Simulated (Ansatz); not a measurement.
TePb (zincblende type), DFT, PBEsol, PAW with Ansatz's default frozen-core files, scalar-relativistic (Ansatz 0.2.0), on 1 thread of Arm Neoverse V1 (shared host).

Command: `ansatz run input.yaml --threads 1 --pin off --max-ram 2048MiB --backend cpu --events-out ev --progress --plain --runs-dir out`

```yaml
crystal:
  lattice:
    - [0.0, 2.9509815391, 2.9509815391]
    - [2.9509815391, 0.0, 2.9509815391]
    - [2.9509815391, 2.9509815391, 0.0]
  atoms:
    - { symbol: Pb, position: [0.0, 0.0, 0.0] }
    - { symbol: Te, position: [0.25, 0.25, 0.25] }
kpoints:
  mp_grid: { grid: [11, 11, 11] }
scf:
  occupations: { method: fermi_dirac, width: 0.1 }
hamiltonian:
  xc: pbesol
  pseudopotentials: { kind: paw }
output:
  forces: true
  stress: true
  eigenvalues: true
  write_density: true
  write_potential: true
  elf: true
  volumetric_format: npy
basis:
  ecutwfc: 600
```

Problem. How large is the problem that the program sets up?

Solution. 56 irreducible k-points, 1687 plane waves at Γ, 19 bands.

Problem. About how long does it take?

Solution. 15 s of wall time for 7 SCF iterations. Times on shared machines scatter by tens of per cent.
